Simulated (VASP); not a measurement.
Input of a VASP 6.6.1 run:

The input INCAR:

```
PREC     = Accurate       # precision mode
ENCUT    = 300            # plane-wave cutoff, eV
EDIFF    = 1E-7           # SCF threshold, eV
ISMEAR   = 0              # smearing method
SIGMA    = 0.03           # smearing width, eV
LREAL    = F              # projectors in reciprocal space
LASPH    = T              # aspherical terms in the spheres
NELM     = 80             # most SCF steps
ALGO     = Fast           # electronic algorithm
ISIF     = 4              # what is computed and relaxed
LWAVE    = F              # write WAVECAR
LCHARG   = F              # write CHGCAR
GGA      = PE             # functional
IBRION   = 2              # ionic algorithm
NSW      = 40             # ionic steps
EDIFFG   = -0.01          # ionic threshold
```

The input KPOINTS:

```
regular mesh
0
Gamma
  4 4 4
```

Contents of POSCAR:

```
Bi2Se3                                  
1.0
    2.1085765369      1.2173872311     10.4193058236
   -2.1085765369      1.2173872311     10.4193058236
    0.0000000000     -2.4347744623     10.4193058236
  Bi              Se            
     2     3
Direct
     0.3958176902679331    0.3958176902679331    0.3958176902679331
     0.6041823097320670    0.6041823097320670    0.6041823097320670
     1.0000000000000000    1.0000000000000000    1.0000000000000000
     0.2205800627901311    0.2205800627901311    0.2205800627901311
     0.7794199372098689    0.7794199372098689    0.7794199372098689
```

Potentials or basis: VASP PAW PBE potentials, release 64 (Bi, Se).

Launch:

```console
$ cat potpaw_PBE.64/Bi/POTCAR potpaw_PBE.64/Se/POTCAR > POTCAR
$ mpirun -np 1 vasp_std > vasp.out
```

(1) Estimate the energy gained by relaxing.

(2) Estimate the band gap on the k mesh.

## Answers

(1) 2.0 meV/atom.

(2) 0.74 eV, indirect (least direct gap 0.77 eV).

Caveat: the k mesh is coarse (spacing up to 0.43 Å⁻¹), so the values aren't converged; spin-orbit coupling is left out, which as a rule narrows the gap of such compounds by several tenths of an eV.
